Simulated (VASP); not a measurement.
A run of VASP 6.6.1:

File POSCAR:

```
As
1.0
    2.7036817444      0.0000000000      0.0000000000
    0.0000000000      2.7036817444      0.0000000000
    0.0000000000      0.0000000000      2.7036817444
As
1
Direct
    0.5000000000      0.5000000000      0.5000000000
```

File INCAR.step1:

```
SYSTEM = As
PREC = Accurate
ENCUT = 520
EDIFF = 1E-5
ISMEAR = -1
SIGMA = 0.05
LREAL = .False.
LASPH = .True.
NELM = 80
ALGO = Normal
ISIF = 2
LWAVE = .True.
LCHARG = .False.
GGA = PE
```

File INCAR.step2:

```
SYSTEM = As
PREC = Accurate
ENCUT = 520
EDIFF = 1E-6
ISMEAR = -1
SIGMA = 0.05
LREAL = .False.
LASPH = .True.
NELM = 80
ALGO = Normal
ISIF = 2
LWAVE = .False.
LCHARG = .False.
GGA = PE
LHFCALC = .True.
HFSCREEN = 0.2
AEXX = 0.05
PRECFOCK = Fast
ISTART = 1
```

File KPOINTS:

```
Automatic mesh
0
Gamma
  5 5 5
  0 0 0
```

Potentials or basis: VASP PAW PBE potentials, release 64 (As).

The run is started by

```sh
$ cat potpaw_PBE.64/As/POTCAR > POTCAR
$ cp INCAR.step1 INCAR
$ mpirun -np 1 vasp_std > vasp.out
$ cp INCAR.step2 INCAR
$ mpirun -np 1 vasp_std > vasp.out
```

Hardware: 1 thread of Intel(R) Xeon(R) 6975P-C (Granite Rapids) (shared host).

**Question.** Estimate the wall time of this run.

**Answer.** Run time: 9.3 s on 1 thread of Intel(R) Xeon(R) 6975P-C (Granite Rapids), with other jobs on the host, peak memory 0.21 GiB. Counts: scf iterations 6, k points 10.
